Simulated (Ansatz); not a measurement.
GaN: band structure with r2SCAN

**Experimental background.**

From a printed reference work, textbook, for a bulk crystal of GaN at 0 K: band gap 3.299 eV (direct).

The system is GaN.

```
Ga N
1.0
     0.00000    2.25350    2.25350
     2.25350    0.00000    2.25350
     2.25350    2.25350    0.00000
Ga N
1 1
Direct
  0.00000 0.00000 0.00000
  0.25000 0.25000 0.25000
```

The cell is a database's computed one.

| Item | Value |
| --- | --- |
| Program | Ansatz 0.2.0 |
| Task | band structure |
| Functional | r2SCAN |
| Potentials or basis | Ansatz PAW |
| Cutoff | 500 eV (not typed: the program's choice for these potentials) |
| k mesh | 7 × 7 × 7 |
| Occupations | fermi-dirac, width 0.05 eV |
| Spin | spin-orbit coupling, no magnetisation |
| Path | [["G", "X", "W", "K", "G", "L", "U", "W", "L", "K"], ["U", "X"]] |
| Points for each segment of the path | 14 |

- Pressure: -1.2 GPa
- Band gap on the k mesh: 2.12 eV, direct
- Band gap along the path: 2.12 eV, direct

Levels at the corners of the path, in eV from the valence-band top:
| point | band 15 | band 16 | band 17 | band 18 | band 19 | band 20 | band 21 | band 22 |
| --- | --- | --- | --- | --- | --- | --- | --- | --- |
| Γ | 0.00 | 0.00 | 0.00 | 0.00 | 2.12 | 2.12 | 10.80 | 10.80 |
| X | -2.81 | -2.81 | -2.76 | -2.76 | 3.77 | 3.77 | 7.26 | 7.26 |
| W | -3.81 | -3.80 | -3.71 | -3.67 | 6.72 | 6.73 | 9.13 | 9.14 |
| K | -4.37 | -4.32 | -2.24 | -2.24 | 5.47 | 5.47 | 8.55 | 8.55 |
| Γ | 0.00 | 0.00 | 0.00 | 0.00 | 2.12 | 2.12 | 10.80 | 10.80 |
| L | -1.01 | -1.01 | -0.99 | -0.99 | 5.18 | 5.18 | 9.44 | 9.44 |
| U | -4.37 | -4.32 | -2.24 | -2.24 | 5.47 | 5.47 | 8.55 | 8.55 |
| W | -3.81 | -3.80 | -3.71 | -3.67 | 6.72 | 6.73 | 9.13 | 9.14 |
| L | -1.01 | -1.01 | -0.99 | -0.99 | 5.18 | 5.18 | 9.44 | 9.44 |
| K | -4.37 | -4.32 | -2.24 | -2.24 | 5.47 | 5.47 | 8.55 | 8.55 |
| U | -4.37 | -4.32 | -2.24 | -2.24 | 5.47 | 5.47 | 8.55 | 8.55 |
| X | -2.81 | -2.81 | -2.76 | -2.76 | 3.77 | 3.77 | 7.26 | 7.26 |

It took 24 s on 2 threads of Intel(R) Xeon(R) Processor @ 2.50GHz (Skylake/Cascade Lake) (shared host), peak memory 0.47 GiB.

Against the measured gap of GaN, 3.299 eV (direct; 0 K; a printed reference work, textbook), the calculated 2.12 eV is off by -1.17 eV. The value is that of r2SCAN, without temperature or zero-point motion. The cell is a database's relaxed one, not the measured one, which moves gaps too.

Caveat: the PAW data sets come from PBE, with cores solved anew for the run's functional, which leaves a small shift of forces and pressure.
